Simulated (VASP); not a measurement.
# K (Im-3m) in VASP: notebook

One crystal, K, is run at these levels: PBEsol, PBE, AM05; tasks: relaxation of cell and atoms, single point.

Everything below comes from runs of VASP 6.6.1. Logs are shortened: lines on timing, memory, paths and dates and some standing lists are left out, and cuts for length are marked.

### Step 1. Starting point

Symmetry: Im-3m, No. 229, cubic system. The conventional cell has a = 5.225 Å, b = 5.225 Å, c = 5.225 Å, α = 90.00°, β = 90.00°, γ = 90.00°.

### Step 2. Relaxation of cell and atoms, PBEsol

The input, INCAR:

```
SYSTEM = K
PREC = Accurate
ENCUT = 600
EDIFF = 1E-7
ISMEAR = 1
SIGMA = 0.1
LREAL = .False.
LASPH = .True.
NELM = 80
ALGO = Normal
ISIF = 3
LWAVE = .False.
LCHARG = .False.
GGA = PS
IBRION = 2
NSW = 90
EDIFFG = -0.005
KPAR = 2
```

The input, KPOINTS:

```
Automatic mesh
0
Gamma
  10 10 10
  0 0 0
```

The input, POSCAR:

```
K                                       
1.0
   -2.6125000000      2.6125000000      2.6125000000
    2.6125000000     -2.6125000000      2.6125000000
    2.6125000000      2.6125000000     -2.6125000000
  K             
     1
Direct
     0.0000000000000000    0.0000000000000000    0.0000000000000000
```

Potentials or basis: VASP PAW PBE potentials, release 64 (K_sv).

On the command line:

```sh
cat potpaw_PBE.64/K_sv/POTCAR > POTCAR
mpirun -np 2 vasp_std > vasp.out
```

OUTCAR:

```text
SYSTEM = K
   PREC = Accurate
   ENCUT = 600
   EDIFF = 1E-7
   ISMEAR = 1
   LREAL = .False.
   LASPH = .True.
   NELM = 80
   ISIF = 3
   GGA = PS
   IBRION = 2
   NSW = 90
   EDIFFG = -0.005

 ion  position               nearest neighbor table
   1  0.000  0.000  0.000-

  LATTYP: Found a body centered cubic cell.
 ALAT       =     5.2250000000

  Lattice vectors:

 A1 = (  -2.6125000000,   2.6125000000,   2.6125000000)
 A2 = (   2.6125000000,  -2.6125000000,   2.6125000000)
 A3 = (   2.6125000000,   2.6125000000,  -2.6125000000)

Analysis of symmetry for initial positions (statically):
=====================================================================
 Subroutine PRICEL returns:
 Original cell was already a primitive cell.

 Routine SETGRP: Setting up the symmetry group for a
 body centered cubic supercell.

 Subroutine GETGRP returns: Found 48 space group operations
 (whereof 48 operations were pure point group operations)
 out of a pool of 48 trial point group operations.

The static configuration has the point symmetry O_h .

Analysis of symmetry for dynamics (positions and initial velocities):
=====================================================================
 Subroutine PRICEL returns:
 Original cell was already a primitive cell.

 Routine SETGRP: Setting up the symmetry group for a
 body centered cubic supercell.

 Subroutine GETGRP returns: Found 48 space group operations
 (whereof 48 operations were pure point group operations)
 out of a pool of 48 trial point group operations.

The dynamic configuration has the point symmetry O_h .

 Subroutine INISYM returns: Found 48 space group operations
 (whereof 48 operations are pure point group operations),
 and found     1 'primitive' translations

----------------------------------------------------------------------------------------

                                     Primitive cell

  volume of cell :      71.3229

  direct lattice vectors                    reciprocal lattice vectors
    -2.612500000  2.612500000  2.612500000     0.000000000  0.191387560  0.191387560
     2.612500000 -2.612500000  2.612500000     0.191387560  0.000000000  0.191387560
     2.612500000  2.612500000 -2.612500000     0.191387560  0.191387560  0.000000000

  length of vectors
     4.524982735  4.524982735  4.524982735     0.270662883  0.270662883  0.270662883

  position of ions in fractional coordinates (direct lattice)
     0.000000000  0.000000000  0.000000000

  ion indices of the primitive-cell ions
   primitive index   ion index
                 1           1

----------------------------------------------------------------------------------------

 KPOINTS: Automatic mesh

Automatic generation of k-mesh.
 Grid dimensions read from file:
 generate k-points for:   10   10   10

 Generating k-lattice:

  Cartesian coordinates                     Fractional coordinates (reciprocal lattice)
     0.000000000  0.019138756  0.019138756     0.100000000  0.000000000  0.000000000
     0.019138756  0.000000000  0.019138756     0.000000000  0.100000000  0.000000000
     0.019138756  0.019138756  0.000000000     0.000000000  0.000000000  0.100000000

  Length of vectors
     0.027066288  0.027066288  0.027066288

  Shift w.r.t. Gamma in fractional coordinates (k-lattice)
     0.000000000  0.000000000  0.000000000

 Subroutine IBZKPT returns following result:
 ===========================================

 Found     47 irreducible k-points:

 Following reciprocal coordinates:
            Coordinates               Weight
  0.000000  0.000000  0.000000      1.000000
  0.100000  0.000000  0.000000     12.000000
  0.200000  0.000000  0.000000     12.000000
  0.300000  0.000000  0.000000     12.000000
  0.400000  0.000000  0.000000     12.000000
  0.500000  0.000000  0.000000      6.000000
[... 16 lines left out ...]
  0.300000  0.300000  0.100000      8.000000
 -0.300000  0.300000  0.100000     24.000000
 [... further k-points ...]
   k-points           NKPTS =     47   k-points in BZ     NKDIM =     47   number of bands    NBANDS=      8
   number of dos      NEDOS =    301   number of ions     NIONS =      1
   total plane-waves  NPLWV =  46656
   dimension x,y,z NGX =    36 NGY =   36 NGZ =   36
   dimension x,y,z NGXF=    72 NGYF=   72 NGZF=   72
   ions per type =               1
   NGX,Y,Z   is equivalent  to a cutoff of  13.23, 13.23, 13.23 a.u.
   NGXF,Y,Z  is equivalent  to a cutoff of  26.45, 26.45, 26.45 a.u.
 SYSTEM =  K
   PREC   = accura    normal or accurate (medium, high low for compatibility)
   ISTART =      0    job   : 0-new  1-cont  2-samecut
   ICHARG =      2    charge: 1-file 2-atom 10-const
   ISPIN  =      1    spin polarized calculation?
   LNONCOLLINEAR =      F non collinear calculations
   LSORBIT =      F    spin-orbit coupling
   LASPH  =      T    aspherical Exc in radial PAW
   ENCUT  =  600.0 eV  44.10 Ry    6.64 a.u.   9.04  9.04  9.04*2*pi/ulx,y,z
   NELM   =     80;   NELMIN=  2; NELMDL= -5     # of ELM steps
   EDIFF  = 0.1E-06   stopping-criterion for ELM
   LREAL  =      F    real-space projection
   EDIFFG = -.5E-02   stopping-criterion for IOM
   NSW    =     90    number of steps for IOM
   IBRION =      2    ionic relax: 0-MD 1-quasi-New 2-CG
   NFREE  =      1    steps in history (QN), initial steepest desc. (CG)
   ISIF   =      3    stress and relaxation
   ISYM   =      2    0-nonsym 1-usesym 2-fastsym
   POTIM  = 0.5000    time-step for ionic-motion
   TEBEG  =    0.0;   TEEND  =   0.0 temperature during run
   PSTRESS=    0.0 pullay stress
   NELECT =       9.0000    total number of electrons
   NUPDOWN=      -1.0000    fix difference up-down
   EMIN   =  10.00;   EMAX   =-10.00  energy-range for DOS
   EFERMI =   0.00;   METHOD = LEGACY
   ISMEAR =     1;   SIGMA  =   0.10  broadening in eV -4-tet -1-fermi 0-gaus
   EFERMI_NEDOS =   21; number of points for ismear=-14 and -15
   IALGO  =     38    algorithm
   IMIX   =      4    mixing-type and parameters
     AMIX     =   0.40;   BMIX     =  1.00
     AMIX_MAG =   1.60;   BMIX_MAG =  1.00
  volume/ion in A,a.u.               =      71.32       481.31
  Fermi-wavevector in a.u.,A,eV,Ry     =   0.821131  1.551714  9.173822  0.674257
  Thomas-Fermi vector in A             =   1.932236
   LORBIT       =      0    0 simple, 1 ext, 2 COOP (PROOUT), +10 PAW based schemes
   GGA     = PS    functional components
   LHFCALC =     F    Hartree Fock is set to
   AEXX    =    0.0000 exact exchange contribution
   IVDW    =     0    specifies the selected vdW correction
   LEPSILON=     F    determine dielectric tensor
   LRPA    =     F    only Hartree local field effects (RPA)
 conjugate gradient relaxation of ions
 non-spin polarized calculation
 Methfessel and Paxton  Order N= 1 SIGMA  =   0.10
  energy-cutoff  :      600.00
  volume of cell :       71.32
 maximum number of plane-waves:      2404
   NGX = 19   NGY = 19   NGZ = 19

--------------------------------------- Ionic step        1  -------------------------------------------

 number of electron       9.0000000 magnetization

 Free energy of the ion-electron system (eV)
  ---------------------------------------------------
  ext. energy  EPLUGINS =         0.00000000
  ---------------------------------------------------
  free energy    TOTEN  =        -1.13015697 eV

  energy without entropy =       -1.12910603  energy(sigma->0) =       -1.12980666

------------------------ aborting loop because EDIFF is reached ----------------------------------------

  FORCE on cell =-STRESS in cart. coord.  units (eV):
  Direction    XX          YY          ZZ          XY          YZ          ZX
  --------------------------------------------------------------------------------------
  -------------------------------------------------------------------------------------
  Total       -0.0076317     -0.0076317     -0.0076317     -0.0000000     -0.0000000      0.0000000
  in kB       -0.1714358     -0.1714358     -0.1714358     -0.0000000     -0.0000000      0.0000000
  external PRESSURE =      -0.1714358 kB  Pullay stress =       0.0000000 kB
[... 55 lines left out ...]
  energy  without entropy=       -1.1291132751  energy(sigma->0) =       -1.12981409

--------------------------------------- Ionic step        3  -------------------------------------------

 number of electron       9.0000000 magnetization

 Free energy of the ion-electron system (eV)
  ---------------------------------------------------
  ext. energy  EPLUGINS =         0.00000000
  ---------------------------------------------------
  free energy    TOTEN  =        -1.13017506 eV

  energy without entropy =       -1.12912300  energy(sigma->0) =       -1.12982437

 E-fermi :  -0.0961     XC(G=0):  -5.7848

 val. band max:       -0.1019219782   @ k =   0.3000   0.2000   0.0000
 cond. band min:      -0.0062358414   @ k =  -0.4000   0.4000   0.2000
 fundamental gap:      0.0956861368
 Fermi energy:        -0.0961022524

 k-point     1 :       0.0000    0.0000    0.0000
  band No.  band energies     occupation
      1     -32.0621      2.00000
      2     -15.5697      2.00000
      3     -15.5697      2.00000
      4     -15.5697      2.00000
      5      -2.3000      2.00000
      6       4.2387      0.00000
      7       4.2387      0.00000
      8       4.2387      0.00000
[... 243 lines left out ...]
 k-point    24 :      -0.3000    0.3000    0.1000
  band No.  band energies     occupation
      1     -32.0585      2.00000
      2     -15.6199      2.00000
      3     -15.5895      2.00000
      4     -15.5755      2.00000
      5      -1.0843      2.00000
      6       2.4500      0.00000
      7       3.4059      0.00000
      8       4.3234      0.00000

 [... further k-points ...]
[... 5 lines left out ...]
  --------------------------------------------------------------------------------------
  -------------------------------------------------------------------------------------
  Total       -0.0002754     -0.0002754     -0.0002754      0.0000000      0.0000000      0.0000000
  in kB       -0.0062137     -0.0062137     -0.0062137      0.0000000      0.0000000      0.0000000
  external PRESSURE =      -0.0062137 kB  Pullay stress =       0.0000000 kB
[... 16 lines left out ...]
  FREE ENERGIE OF THE ION-ELECTRON SYSTEM (eV)
  ---------------------------------------------------
  free  energy   TOTEN  =        -1.1301750595 eV

  energy  without entropy=       -1.1291230011  energy(sigma->0) =       -1.12982437

 reached required accuracy - stopping structural energy minimisation
```

Wall time 28 s (2 MPI ranks of Intel Xeon Platinum 8259CL at 2.50GHz (Skylake/Cascade Lake), shared host); peak memory 0.21 GiB.

What came out:

- Free energy: -1.1302 eV
- Relaxed volume: 71.01 Å³/atom
- Relaxed cell: a = 4.518 Å, b = 4.518 Å, c = 4.518 Å, α = 109.47°, β = 109.47°, γ = 109.47°
- Space group after relaxing (to 0.05 Å): Im-3m (No. 229)
- Energy gained by relaxing: 0.0 meV/atom
- Ionic steps: 3
- Pressure after relaxing: 0.0 GPa
- Band gap on the k mesh: none (metal or under the smearing width)

Final structure:
```xyz
1
Lattice="-2.6087 2.6087 2.6087 2.6087 -2.6087 2.6087 2.6087 2.6087 -2.6087" Properties=species:S:1:pos:R:3 pbc="T T T"
K     0.0000    0.0000    0.0000
```

Caveat: the PAW data sets were made with another functional, which shifts forces and pressure a little.

### Step 3. Single point, PBE

The input, INCAR:

```
ALGO = Normal
EDIFF = 1E-7
ENCUT = 520
GGA = PE
ISIF = 2
ISMEAR = 1
KPAR = 4
LASPH = T
LCHARG = F
LREAL = F
LWAVE = F
NBANDS = 10
NELM = 80
PREC = Accurate
SIGMA = 0.1
```

The input, KPOINTS:

```
k-points
0
Gamma
  6 6 6
```

The input, POSCAR:

```
K
1.0
   -2.6125000000      2.6125000000      2.6125000000
    2.6125000000     -2.6125000000      2.6125000000
    2.6125000000      2.6125000000     -2.6125000000
K
1
Direct
    0.0000000000      0.0000000000      0.0000000000
```

Potentials or basis: VASP PAW PBE potentials, release 64 (K_sv).

On the command line:

```sh
cat potpaw_PBE.64/K_sv/POTCAR > POTCAR
mpirun -np 4 vasp_std > vasp.out
```

Run time: 5.2 s. Hardware: 4 MPI ranks of Intel Xeon Platinum 8375C at 2.90GHz (Ice Lake), shared host; peak memory 0.18 GiB.

It converged, with:

| Item | Value |
| --- | --- |
| Free energy | -1.0253 eV |
| Pressure | 0.1 GPa |
| Band gap on the k mesh | none (metal or under the smearing width) |

Levels at points of the mesh, in eV from the Fermi level:
```
           k point  band 2  band 3  band 4  band 5  band 6  band 7
(0.00, 0.00, 0.00)  -15.59  -15.59  -15.59   -2.23    4.30    4.30
(0.50, 0.00, 0.00)  -15.66  -15.61  -15.59    0.42    0.68    3.15
(0.50, 0.50, 0.50)  -15.64  -15.64  -15.64    1.63    1.63    3.53
```

### Step 4. Relaxation of cell and atoms, AM05

The input, INCAR:

```
  PREC = Accurate
  ENCUT = 600
  EDIFF = 1E-6
  ISMEAR = 1
  SIGMA = 0.1
  LREAL = F
  LASPH = T
  NELM = 80
  ALGO = Normal
  ISIF = 3
  LWAVE = F
  LCHARG = F
  GGA = AM
  IBRION = 2
  NSW = 90
  EDIFFG = -0.01
```

The input, KPOINTS:

```
regular mesh
0
Gamma
  10 10 10
```

POSCAR is that of step 3.

On the command line:

```sh
cat potpaw_PBE.64/K_sv/POTCAR > POTCAR
mpirun -np 1 vasp_std > vasp.out
```

Run time: 39 s. Hardware: 1 thread of Intel Xeon Platinum 8375C at 2.90GHz (Ice Lake), shared host; peak memory 0.22 GiB.

It converged, with:

```
Free energy                            : -1.0194 eV
Relaxed volume                         : 74.05 Å³/atom
Relaxed cell                           : a = 4.582 Å, b = 4.582 Å, c = 4.582 Å, α = 109.47°, β = 109.47°, γ = 109.47°
Space group after relaxing (to 0.05 Å) : Im-3m (No. 229)
Energy gained by relaxing              : 1.3 meV/atom
Ionic steps                            : 3
Pressure after relaxing                : 0.0 GPa
Band gap on the k mesh                 : none (metal or under the smearing width)
```

Step by step:
| step | energy change (eV) | largest force (eV/Å) | pressure (GPa) | volume (Å³) |
| --- | --- | --- | --- | --- |
| 1 | 0.0000 | 0.0000 | 0.15 | 71.32 |
| 2 | -0.0006 | 0.0000 | 0.11 | 72.02 |
| 3 | -0.0013 | 0.0000 | 0.01 | 74.05 |

Final structure:
```
K
1.0
    -2.64543    2.64543    2.64543
     2.64543   -2.64543    2.64543
     2.64543    2.64543   -2.64543
K
1
Direct
  0.00000 0.00000 0.00000
```

Levels at points of the mesh, in eV from the Fermi level:
```
           k point  band 3  band 4  band 5  band 6  band 7  band 8
(0.00, 0.00, 0.00)  -15.53  -15.53   -2.14    4.32    4.32    4.32
(0.50, 0.00, 0.00)  -15.56  -15.53    0.46    0.67    3.18    4.89
(0.50, 0.50, 0.50)  -15.58  -15.58    1.67    1.67    3.47    3.47
```

Caveat: the PAW data sets were made with another functional, which shifts forces and pressure a little. Zero-point motion and thermal expansion aren't in these numbers.

### Step 5. Relaxation of cell and atoms, AM05

This run uses another cell than the first one, of 74.05 Å³/atom, 1.038 times its volume.

INCAR, as its differences from that of step 4:

```diff
@@ -2,3 +2,3 @@
   ENCUT = 600
-  EDIFF = 1E-6
+  EDIFF = 1E-7
   ISMEAR = 1
@@ -15,2 +15,2 @@
   NSW = 90
-  EDIFFG = -0.01
+  EDIFFG = -0.005
```

KPOINTS is that of step 4.

The input, POSCAR:

```
K                                       
1.0
   -2.6454303274      2.6454303274      2.6454303274
    2.6454303274     -2.6454303274      2.6454303274
    2.6454303274      2.6454303274     -2.6454303274
  K             
     1
Direct
     0.0000000000000000    0.0000000000000000    0.0000000000000000
```

Potentials or basis: VASP PAW PBE potentials, release 64 (K_sv).

On the command line:

```sh
cat potpaw_PBE.64/K_sv/POTCAR > POTCAR
mpirun -np 1 vasp_std > vasp.out
```

OUTCAR:

```text
PREC = Accurate
   ENCUT = 600
   EDIFF = 1E-7
   ISMEAR = 1
   LREAL = F
   LASPH = T
   NELM = 80
   ISIF = 3
   GGA = AM
   IBRION = 2
   NSW = 90
   EDIFFG = -0.005

 ion  position               nearest neighbor table
   1  0.000  0.000  0.000-

  LATTYP: Found a body centered cubic cell.
 ALAT       =     5.2908606548

  Lattice vectors:

 A1 = (  -2.6454303274,   2.6454303274,   2.6454303274)
 A2 = (   2.6454303274,  -2.6454303274,   2.6454303274)
 A3 = (   2.6454303274,   2.6454303274,  -2.6454303274)
[... 484 lines left out ...]
      1     -32.1025      2.00000
      2     -15.7004      2.00000
      3     -15.6749      2.00000
      4     -15.6629      2.00000
      5      -1.0844      2.00000
      6       2.3937      0.00000
      7       3.3608      0.00000
      8       4.2392      0.00000

 [... further k-points ...]
[... 5 lines left out ...]
  --------------------------------------------------------------------------------------
  -------------------------------------------------------------------------------------
  Total        0.0042325      0.0042325      0.0042325     -0.0000000      0.0000000     -0.0000000
  in kB        0.0914973      0.0914973      0.0914973     -0.0000000      0.0000000     -0.0000000
  external PRESSURE =       0.0914973 kB  Pullay stress =       0.0000000 kB

 VOLUME and BASIS-vectors are now :
 -----------------------------------------------------------------------------
  energy-cutoff  :      600.00
  volume of cell :       74.11
      direct lattice vectors                 reciprocal lattice vectors
    -2.646138000  2.646138000  2.646138000     0.000000000  0.188954620  0.188954620
     2.646138000 -2.646138000  2.646138000     0.188954620  0.000000000  0.188954620
     2.646138000  2.646138000 -2.646138000     0.188954620  0.188954620  0.000000000

 POSITION                                       TOTAL-FORCE (eV/Angst)
 -----------------------------------------------------------------------------------
      0.00000      0.00000      5.29228         0.000000      0.000000      0.000000
 -----------------------------------------------------------------------------------
    total drift:                               -0.000000     -0.000000      0.000000

  FREE ENERGIE OF THE ION-ELECTRON SYSTEM (eV)
  ---------------------------------------------------
  free  energy   TOTEN  =        -1.0194529985 eV

  energy  without entropy=       -1.0183951410  energy(sigma->0) =       -1.01910038

 reached required accuracy - stopping structural energy minimisation
```

OSZICAR:

```text
N       E                     dE             d eps       ncg     rms          rms(c)
DAV:   1     0.504041181165E+02    0.50404E+02   -0.39065E+03   752   0.963E+02
DAV:   2     0.625802286109E+00   -0.49778E+02   -0.49509E+02   768   0.219E+02
DAV:   3    -0.984513335288E+00   -0.16103E+01   -0.16089E+01  1208   0.367E+01
[... 13 lines left out ...]
DAV:   3    -0.101945330083E+01    0.92389E-05   -0.36388E-05  1104   0.564E-02    0.151E-02
DAV:   4    -0.101945347876E+01   -0.17794E-06   -0.23898E-06  1232   0.127E-02    0.465E-03
DAV:   5    -0.101945317448E+01    0.30429E-06   -0.17591E-06  1200   0.899E-03    0.114E-03
DAV:   6    -0.101945305196E+01    0.12251E-06   -0.29639E-08   544   0.166E-03    0.417E-04
DAV:   7    -0.101945299850E+01    0.53466E-07   -0.38952E-09   472   0.655E-04
   2 F= -.10194530E+01 E0= -.10191004E+01  d E =-.386853E-05
```

It took 38 s on 1 thread of Intel Xeon Platinum 8375C at 2.90GHz (Ice Lake), shared host; peak memory 0.25 GiB.

Results:

* Free energy: -1.0195 eV
* Relaxed volume: 74.11 Å³/atom
* Relaxed cell: a = 4.583 Å, b = 4.583 Å, c = 4.583 Å, α = 109.47°, β = 109.47°, γ = 109.47°
* Space group after relaxing (to 0.05 Å): Im-3m (No. 229)
* Energy gained by relaxing: 0.0 meV/atom
* Ionic steps: 2
* Pressure after relaxing: 0.0 GPa
* Band gap on the k mesh: none (metal or under the smearing width)

Final structure:
```cif
data_structure
_symmetry_space_group_name_H-M 'P 1'
_symmetry_Int_Tables_number 1
_cell_length_a 4.5832
_cell_length_b 4.5832
_cell_length_c 4.5832
_cell_angle_alpha 109.471
_cell_angle_beta 109.471
_cell_angle_gamma 109.471
_cell_volume 74.11
loop_
_atom_site_label
_atom_site_type_symbol
_atom_site_fract_x
_atom_site_fract_y
_atom_site_fract_z
_atom_site_occupancy
K1 K 0.00000 0.00000 0.00000 1
```

Caveat: the PAW data sets were made with another functional, which shifts forces and pressure a little.

### Step 6. Overview

```csv
task,level,cell,k mesh,cutoff (eV),gap on the mesh (eV),pressure (GPa),relaxed volume (Å³/atom)
relaxation of cell and atoms,PBEsol,relaxed,10 × 10 × 10,600,none,0.0,71.01
single point,PBE,"Im-3m, 71.32 Å³/atom",6 × 6 × 6,520,none,0.1,-
relaxation of cell and atoms,AM05,relaxed,10 × 10 × 10,600,none,0.0,74.11
```

Alike in all rows: potentials or basis VASP PAW PBE potentials, release 64 (K_sv); no spin polarisation; smearing methfessel-paxton 0.1 eV.

Caveats: the PAW data sets were made with another functional, which shifts forces and pressure a little (some runs).

Total energies depend on the potentials used, so only differences within one code and one set of settings carry meaning.
